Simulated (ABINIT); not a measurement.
Runs of ABINIT 10.8.3 (patched build) on TiAl3. It takes space group I4/mmm (No. 139, tetragonal). Conventional cell: a = 3.822 Å, b = 3.822 Å, c = 8.561 Å, α = 90.00°, β = 90.00°, γ = 90.00°. Ti (site symmetry 4/mmm) has 12 Al at 2.70 to 2.87 Å as nearest neighbours. Around Al (site symmetry -4m2) lie 8 Al at 2.70 to 2.87 Å and 4 Ti at 2.87 Å. Al (site symmetry 4/mmm) is surrounded by 4 Ti at 2.70 Å and 8 Al at 2.87 Å. The cell comes from a database or a generator and needn't be the stable form of this composition.

```tsv
task	level	potentials or basis	k mesh	cutoff (eV)	smearing	fine-grid cutoff	gap on the mesh (eV)	pressure (GPa)
single point	PBE	SPMS NC PBE v1.0	8 × 8 × 8	707	fermi-dirac 0.05 eV	-	none	1.8
positron lifetime	PBEsol	JTH PAW PBE v2.0	7 × 7 × 7	354	methfessel-paxton 0.2 eV	707.496 eV	none	-0.2
positron lifetime	PBE	JTH PAW PBE v2.0	7 × 7 × 7	354	fermi-dirac 0.136 eV	707.496 eV	none	(a)
positron lifetime	LDA	JTH PAW LDA v2.0	7 × 7 × 7	354	fermi-dirac 0.2 eV	707.496 eV	none	-3.2
```

Alike in all rows: no spin polarisation; cell as given.

Question: Fill in the values left out.

Answer: (a) 2.2.

Caveats: the PAW basis is incomplete for the positron (some runs); the PAW data sets were made with another functional, which shifts forces and pressure a little (some runs).

A k mesh can miss the band edges.

A gap of «none» marks a metal or a gap under the smearing width.

Not every run made on this cell is shown here.
